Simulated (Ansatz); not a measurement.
In NbC (rock salt type) the Nb atom of the primitive cell, with all its periodic images, is moved by 0.02 Å along x.

```
CELL_PARAMETERS angstrom
0.00000 2.24500 2.24500
2.24500 0.00000 2.24500
2.24500 2.24500 0.00000
ATOMIC_POSITIONS crystal
Nb 0.99555 0.00445 0.00445
C 0.50000 0.50000 0.50000
```

The calculation used PBE, plane waves, PAW datasets (generated hard set) in Ansatz 0.2.0 development build.

Cutoff 700 eV; k-mesh 8×8×8 Γ-centred; Fermi–Dirac smearing of 0.1 eV; no spin polarisation.

What force results, and what does it mean for the zone-centre vibration?

The force on it along the displacement is -0.2059 eV/Å, a force constant of 10.30 eV/Å². With the reduced mass of 10.64 u the zone-centre optical mode lies at 513 cm⁻¹ (15.38 THz) in this finite-step estimate.

```tsv
atom	Fx (eV/Å)	Fy (eV/Å)	Fz (eV/Å)
Nb1	-0.2059	0.0000	0.0000
C2	0.2059	0.0000	0.0000
```

The k-mesh is modest, so these values aren't fully converged in k.
